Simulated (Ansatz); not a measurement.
# W (Im-3m) in Ansatz: notebook

One crystal, W, is run at these levels: PBEsol+D3(BJ); tasks: single point, equation of state.

Program: Ansatz 0.2.0. These are calculated values, not measurements. Logs are shortened: lines on timing, memory, paths and dates and some standing lists are left out, and cuts for length are marked.

## (1) The crystal as given

Symmetry: Im-3m, No. 229, cubic system. Conventional cell: a = 3.165 Å, b = 3.165 Å, c = 3.165 Å, α = 90.00°, β = 90.00°, γ = 90.00°. W (site symmetry m-3m) is surrounded by 8 W at 2.74 Å.

## (2) Single point, PBEsol+D3(BJ), 14.90 Å³/atom (volume scaled by 0.94)

Contents of input.yaml:

```yaml
crystal:
  lattice:
    - [-1.5500431812, 1.5500431812, 1.5500431812]
    - [1.5500431812, -1.5500431812, 1.5500431812]
    - [1.5500431812, 1.5500431812, -1.5500431812]
  atoms:
    - { symbol: W, position: [0.0, 0.0, 0.0] }
hamiltonian:
  xc: pbesol
  pseudopotentials: { kind: paw }
  dispersion: d3bj
kpoints:
  mp_grid: { grid: [12, 12, 12] }
scf:
  occupations: { method: fermi_dirac, width: 0.05 }
output:
  forces: true
  stress: true
  eigenvalues: true
```

Potentials or basis: Ansatz PAW.

The run is started by

```
> ansatz run input.yaml --threads 2 --pin off --max-ram 5120MiB --backend cpu --events-out ev --progress --plain --runs-dir out
```

The program printed:

```text
Warning: RAYON_NUM_THREADS=2 ignored (pool sized by the plan → 2); use --threads N
Engine: ansatz 0.2.0, aarch64-unknown-linux-gnu
Pseudopotentials: kind: paw
Pseudopotential: W, paw, valence charge 14, recommended cutoff 420 eV (normal), W.paw.azcp
Functional definition: PBEsol
  exchange = pbesol_x
  correlation = pbesol_c
Crystal: 1 atoms, lattice volume = 14.897 Å³
Basis set: ecut = 420 eV, 321 PW (Γ), exchange–correlation on 36×36×36 points (8 copies of the dense FFT grid, shifted against one another)
Bands: 11, of which v1, the nominal top of the filled ones, is band 7 counted from 1 (6 counted from 0)
Symmetry: 48 space group operations
Space group: Im-3m (ITA 229), of the structure as read, at distance tolerance 2.5e-5 Å
k-points: 72 of 1728
Non-local potential: W, projectors of the file, l = 0: 3, l = 1: 2, l = 2: 2, l = 3: 1
PAW form: soft (Blöchl's): semilocal exchange-correlation on the pseudo side does not see the compensation charge
PAW frozen core: W, regenerated for the run's functional, and the local potential with it (the file was generated under x = pbe(κ = 0.804, μ = 0.2195149727645171), c = pbe(β = 0.06672455060314922))
PAW one-centre angular grid: W, 590 points (default); XC on 64 Gauss nodes
Initial density: superposition of atomic densities (neutral atoms: chi_scale 0, normalization atom), corrected by the library's trained network
Initial wavefunctions: pseudopotential atomic-orbital guess
Functional: x = pbesol(κ = 0.804, μ = 0.12345679012345678), c = pbesol(β = 0.046)
SCF iter   1: F=—  HF=-10257.315989 eV  |F-HF|=—  |Δ(HF+E_count)|=         —  Δρ=2.17e-3  dr2=1.82e-4  ethr=1.77e-3  ⟨swp⟩=5.1  Hψ=4236  notcnv=0
preconditioner: auto → none  [metal: Δε(μ)=0.064 eV  Ē_g=9.659 eV  σ=0.050 eV  W_gap=0.30  n_scr=0 (ndim 8)  ℏωp=23.6 eV  f_vac=0.000  D(μ)=0.64/eV (n_scr^D=0)]
SCF iter   2: F=—  HF=-10257.315735 eV  |F-HF|=—  |Δ(HF+E_count)|=   2.54e-4  Δρ=1.14e-3  dr2=5.16e-5  ethr=1.30e-6  ⟨swp⟩=2.4  Hψ=1791  notcnv=0
SCF iter   3: F=—  HF=-10257.315781 eV  |F-HF|=—  |Δ(HF+E_count)|=   4.57e-5  Δρ=3.46e-4  dr2=1.67e-5  ethr=3.68e-7  ⟨swp⟩=2.0  Hψ=1200  notcnv=0
SCF iter   4: F=—  HF=-10257.315775 eV  |F-HF|=—  |Δ(HF+E_count)|=   6.29e-6  Δρ=1.65e-4  dr2=3.65e-6  ethr=1.19e-7  ⟨swp⟩=2.0  Hψ=1166  notcnv=0
iter 5 did not close the SCF: its close was put off for the readings that it lacked (scf_convergence_deferred on its scf_iter line)
SCF iter   5: F=-10257.315773 eV  HF=-10257.315773 eV  |F-HF|=5.55e-8  |Δ(HF+E_count)|=   1.67e-6  Δρ=2.45e-5  dr2=6.77e-8  ethr=2.61e-8  ⟨swp⟩=2.0  Hψ=1196  notcnv=0
SCF iter   6: F=-10257.315773 eV  HF=-10257.315773 eV  |F-HF|=1.06e-8  |Δ(HF+E_count)|=   2.34e-8  Δρ=1.03e-5  dr2=1.26e-8  ethr=4.83e-10  ⟨swp⟩=2.2  Hψ=2802  notcnv=0
SCF 1 converged in 6 iterations: F = -10257.315773 eV  dr2 = 1.26e-8
SCF converged after 6 iterations
Free energy (F): -10257.315773 eV
Harris-Foulkes:  -10257.315773 eV  (|F-HF|=1.06e-8)
Internal energy: -10257.310607 eV  (E = F + TS)
E sigma→0 (E₀):  -10257.313190 eV
Entropy (-TS):   -0.005166 eV (-5.166 meV/atom)
Fermi energy:    24.066920 eV
--- Per-component energies (eV) ---
  E_band       = -61.317635
  E_kinetic    = 453.640631
  E_local      = -558.131350  (includes V_loc(G=0)·N_el)
  E_nonlocal   = 3.418231
  E_hartree    = 203.709427
  E_xc         = -266.419500
  E_vxc        = -240.193018  (∫ρ·V_xc dr)
  E_paw        = -8436.371970  (= ΣΔE_a)
  E_vpaw       = -127.467835  (= ΣTr[D̂ρ^β])
  E_aug_tail   = -0.000060  (compensation charges beyond the density's cutoff)
  E_ewald      = -1656.586045
  E_disp       = -0.791764  (pairwise vdW)
  E_core_change = 0.221792  (= ΣΔE_core)
  E_smearing   = -0.005166  (= −TS)
  E_closure    = 0.000000  (closes the sum)
  Σ components = -10257.315773   (vs F -10257.315773, Δ=0.00e0)
--- Forces (eV/Å), atoms counted from 1 ---
  atom   1  W      0.00000000    -0.00000000     0.00000000
  max |Σ_I F_I| component: 5.01e-31 eV/Å
--- Stress (GPa, compression-positive) ---
        9.719534      -0.000000       0.000000
        0.000000       9.719534      -0.000000
       -0.000000       0.000000       9.719534
  P = ⅓ Tr σ = 9.7195 GPa (97.195 kbar)
--- Band table (eV; the first three rows and the last of 72) ---
  k-point 0: bands = ["-49.9159", "-13.4017", "-13.4017", "-13.4017", "14.0981", "22.7305", "22.7305", "22.7305", "26.4531", "26.4531", "38.7383"]
  k-point 1: bands = ["-49.9040", "-13.5181", "-13.4374", "-13.4025", "14.4593", "22.5102", "22.6742", "23.0849", "26.1156", "26.4567", "39.0447"]
  k-point 2: bands = ["-49.8717", "-13.8278", "-13.5336", "-13.4046", "15.4351", "21.9591", "22.4003", "24.1209", "25.6899", "26.5054", "39.6005"]
  k-point 71: bands = ["-49.6068", "-14.5028", "-14.5028", "-14.5028", "17.7049", "17.7049", "29.7223", "29.7223", "29.7223", "32.8567", "32.8567"]
```

Wall time 0.63 s (2 threads of Arm Neoverse V1, shared host); peak memory 0.26 GiB.

Results:

```
Free energy            : -10257.3158 eV
Pressure               : 9.7 GPa
Band gap on the k mesh : none (metal or under the smearing width)
```

Caveat: pairwise dispersion overbinds metals, which lowers pressure and volume; the PAW data sets come from PBE, with cores solved anew for the run's functional, which leaves a small shift of forces and pressure.

## (3) Single point, PBEsol+D3(BJ), 15.21 Å³/atom (volume scaled by 0.96)

Contents of input.yaml:

```yaml
crystal:
  lattice:
    - [-1.5609593379, 1.5609593379, 1.5609593379]
    - [1.5609593379, -1.5609593379, 1.5609593379]
    - [1.5609593379, 1.5609593379, -1.5609593379]
  atoms:
    - { symbol: W, position: [0.0, 0.0, 0.0] }
hamiltonian:
  xc: pbesol
  pseudopotentials: { kind: paw }
  dispersion: d3bj
kpoints:
  mp_grid: { grid: [12, 12, 12] }
scf:
  occupations: { method: fermi_dirac, width: 0.05 }
output:
  forces: true
  stress: true
  eigenvalues: true
  write_density: true
  write_potential: true
  elf: true
  volumetric_format: npy
```

Potentials or basis: Ansatz PAW.

The run is started by

```
> ansatz run input.yaml --threads 2 --pin off --max-ram 5120MiB --backend cpu --events-out ev --progress --plain --runs-dir out
```

It took 0.8 s on 2 threads of Arm Neoverse V1, shared host; peak memory 0.26 GiB.

It converged, with:

```
Free energy            : -10257.3275 eV
Pressure               : 2.3 GPa
Band gap on the k mesh : none (metal or under the smearing width)
```

Caveat: pairwise dispersion overbinds metals, which lowers pressure and volume; the PAW data sets come from PBE, with cores solved anew for the run's functional, which leaves a small shift of forces and pressure.

## (4) Single point, PBEsol+D3(BJ), 15.53 Å³/atom (volume scaled by 0.98)

Contents of input.yaml:

```yaml
crystal:
  lattice:
    - [-1.5717249149, 1.5717249149, 1.5717249149]
    - [1.5717249149, -1.5717249149, 1.5717249149]
    - [1.5717249149, 1.5717249149, -1.5717249149]
  atoms:
    - { symbol: W, position: [0.0, 0.0, 0.0] }
hamiltonian:
  xc: pbesol
  pseudopotentials: { kind: paw }
  dispersion: d3bj
kpoints:
  mp_grid: { grid: [12, 12, 12] }
scf:
  occupations: { method: fermi_dirac, width: 0.05 }
output:
  forces: true
  stress: true
  eigenvalues: true
```

The run is started by

```
> ansatz run input.yaml --threads 2 --pin off --max-ram 5120MiB --backend cpu --events-out ev --progress --plain --runs-dir out
```

Wall time 0.64 s (2 threads of Arm Neoverse V1, shared host); peak memory 0.26 GiB.

The run converged. Its results:

* Free energy: -10257.3253 eV
* Pressure: -4.5 GPa
* Band gap on the k mesh: none (metal or under the smearing width)

Caveat: pairwise dispersion overbinds metals, which lowers pressure and volume; the PAW data sets come from PBE, with cores solved anew for the run's functional, which leaves a small shift of forces and pressure.

## (5) Single point, PBEsol+D3(BJ), 15.85 Å³/atom

input.yaml, as its differences from that of step 4:

```diff
@@ -2,5 +2,5 @@
   lattice:
-    - [-1.5717249149, 1.5717249149, 1.5717249149]
-    - [1.5717249149, -1.5717249149, 1.5717249149]
-    - [1.5717249149, 1.5717249149, -1.5717249149]
+    - [-1.582345, 1.582345, 1.582345]
+    - [1.582345, -1.582345, 1.582345]
+    - [1.582345, 1.582345, -1.582345]
   atoms:
```

The run is started by

```
> ansatz run input.yaml --threads 2 --pin off --max-ram 5120MiB --backend cpu --events-out ev --progress --plain --runs-dir out
```

Run time: 0.65 s. Hardware: 2 threads of Arm Neoverse V1, shared host; peak memory 0.26 GiB.

The run converged. Its results:

| Quantity | Value |
| --- | --- |
| Free energy | -10257.3103 eV |
| Pressure | -10.6 GPa |
| Band gap on the k mesh | none (metal or under the smearing width) |

Caveat: pairwise dispersion overbinds metals, which lowers pressure and volume; the PAW data sets come from PBE, with cores solved anew for the run's functional, which leaves a small shift of forces and pressure.

## (6) Single point, PBEsol+D3(BJ), 16.16 Å³/atom (volume scaled by 1.02)

input.yaml, as its differences from that of step 5:

```diff
@@ -2,5 +2,5 @@
   lattice:
-    - [-1.582345, 1.582345, 1.582345]
-    - [1.582345, -1.582345, 1.582345]
-    - [1.582345, 1.582345, -1.582345]
+    - [-1.5928244114, 1.5928244114, 1.5928244114]
+    - [1.5928244114, -1.5928244114, 1.5928244114]
+    - [1.5928244114, 1.5928244114, -1.5928244114]
   atoms:
@@ -19 +19,5 @@
   eigenvalues: true
+  write_density: true
+  write_potential: true
+  elf: true
+  volumetric_format: npy
```

Potentials or basis: Ansatz PAW.

The run is started by

```
> ansatz run input.yaml --threads 2 --pin off --max-ram 5120MiB --backend cpu --events-out ev --progress --plain --runs-dir out
```

Run time: 0.82 s. Hardware: 2 threads of Arm Neoverse V1, shared host; peak memory 0.27 GiB.

It converged, with:

```
Free energy            : -10257.2838 eV
Pressure               : -16.1 GPa
Band gap on the k mesh : none (metal or under the smearing width)
```

Caveat: pairwise dispersion overbinds metals, which lowers pressure and volume; the PAW data sets come from PBE, with cores solved anew for the run's functional, which leaves a small shift of forces and pressure.

## (7) Single point, PBEsol+D3(BJ), 16.48 Å³/atom (volume scaled by 1.04)

Contents of input.yaml:

```yaml
crystal:
  lattice:
    - [-1.6031677168, 1.6031677168, 1.6031677168]
    - [1.6031677168, -1.6031677168, 1.6031677168]
    - [1.6031677168, 1.6031677168, -1.6031677168]
  atoms:
    - { symbol: W, position: [0.0, 0.0, 0.0] }
hamiltonian:
  xc: pbesol
  pseudopotentials: { kind: paw }
  dispersion: d3bj
kpoints:
  mp_grid: { grid: [12, 12, 12] }
scf:
  occupations: { method: fermi_dirac, width: 0.05 }
output:
  forces: true
  stress: true
  eigenvalues: true
```

The run is started by

```
> ansatz run input.yaml --threads 2 --pin off --max-ram 5120MiB --backend cpu --events-out ev --progress --plain --runs-dir out
```

Wall time 0.64 s (2 threads of Arm Neoverse V1, shared host); peak memory 0.26 GiB.

It converged, with:

| Property | Result |
| --- | --- |
| Free energy | -10257.2469 eV |
| Pressure | -21.1 GPa |
| Band gap on the k mesh | none (metal or under the smearing width) |

Caveat: pairwise dispersion overbinds metals, which lowers pressure and volume; the PAW data sets come from PBE, with cores solved anew for the run's functional, which leaves a small shift of forces and pressure.

## (8) Single point, PBEsol+D3(BJ), 16.80 Å³/atom (volume scaled by 1.06)

input.yaml, as its differences from that of step 7:

```diff
@@ -2,5 +2,5 @@
   lattice:
-    - [-1.6031677168, 1.6031677168, 1.6031677168]
-    - [1.6031677168, -1.6031677168, 1.6031677168]
-    - [1.6031677168, 1.6031677168, -1.6031677168]
+    - [-1.6133792515, 1.6133792515, 1.6133792515]
+    - [1.6133792515, -1.6133792515, 1.6133792515]
+    - [1.6133792515, 1.6133792515, -1.6133792515]
   atoms:
```

The run is started by

```
> ansatz run input.yaml --threads 2 --pin off --max-ram 5120MiB --backend cpu --events-out ev --progress --plain --runs-dir out
```

Wall time 0.65 s (2 threads of Arm Neoverse V1, shared host); peak memory 0.26 GiB.

It converged, with:

| Quantity | Value |
| --- | --- |
| Free energy | -10257.2006 eV |
| Pressure | -25.6 GPa |
| Band gap on the k mesh | none (metal or under the smearing width) |

Caveat: pairwise dispersion overbinds metals, which lowers pressure and volume; the PAW data sets come from PBE, with cores solved anew for the run's functional, which leaves a small shift of forces and pressure.

## (9) Equation of state, PBEsol+D3(BJ)

Potentials or basis: Ansatz PAW.

No new run: the results of the series are fitted here.

What came out:

| Quantity | Value |
| --- | --- |
| Equilibrium volume | 15.32 Å³/atom |
| Bulk modulus | 331 GPa |
| Pressure derivative of the bulk modulus | 3.8 |

Energy against volume, from the lowest point:
| volume (Å³/atom) | energy (meV/atom) |
| --- | --- |
| 14.897 | 11.76 |
| 15.214 | 0.00 |
| 15.531 | 2.28 |
| 15.848 | 17.24 |
| 16.165 | 43.71 |
| 16.482 | 80.59 |
| 16.798 | 126.89 |

The run has no spin-orbit coupling, so splittings on W are missing.
